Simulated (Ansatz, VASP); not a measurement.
# Two plane-wave programs on Ge

File INCAR:

```
SYSTEM = Ge
ALGO = Normal ; EDIFF = 1E-7
EDIFFG = -0.005 ; ENCUT = 600
GGA = PE ; IBRION = 2
ISIF = 3 ; ISMEAR = -1
LASPH = .True. ; LCHARG = .False.
LREAL = .False. ; LWAVE = .False.
NELM = 60 ; NSW = 60
PREC = Accurate ; SIGMA = 0.08
```

File KPOINTS:

```
k-points
0
Gamma
  16 16 16
  0 0 0
```

The input POSCAR:

```
Ge
1.0
   -1.6809877034      1.6809877034      1.6809877034
    1.6809877034     -1.6809877034      1.6809877034
    1.6809877034      1.6809877034     -1.6809877034
Ge
1
Direct
    0.0000000000      0.0000000000      0.0000000000
```

Input for Ansatz:

```yaml
crystal:
  lattice:
    - [-1.6809877034, 1.6809877034, 1.6809877034]
    - [1.6809877034, -1.6809877034, 1.6809877034]
    - [1.6809877034, 1.6809877034, -1.6809877034]
  atoms:
    - { symbol: Ge, position: [0.0, 0.0, 0.0] }
kpoints:
  mp_grid: { grid: [16, 16, 16] }
scf:
  occupations: { method: fermi_dirac, width: 0.08 }
hamiltonian:
  xc: pbe
  pseudopotentials: { kind: paw }
output:
  forces: true
  stress: true
relax:
  f_tol: 0.005
  max_steps: 40
  cell: {}
```

Alike in both runs: task relaxation of cell and atoms; functional PBE; k mesh 16 × 16 × 16; occupations fermi-dirac, width 0.08 eV; no spin polarisation.

|  | VASP | Ansatz |
| --- | --- | --- |
| version | VASP 6.6.1 | Ansatz 0.2.0 |
| potentials or method | VASP PAW PBE potentials, release 64 (Ge_d) | PAW with Ansatz's default frozen-core files, scalar-relativistic |
| plane-wave cutoff (eV) | 600 | 420 |
| valence electrons in the cell | 14 | 14 |

```tsv
	VASP	Ansatz	Ansatz less VASP
relaxed volume (Å³/atom)	19.37	19.36	-0.017
relaxed cell length with the largest relative difference (Å)	2.930	2.930	-0.0009
energy change over the relaxation (meV/atom)	-1	-1	+0.1
```
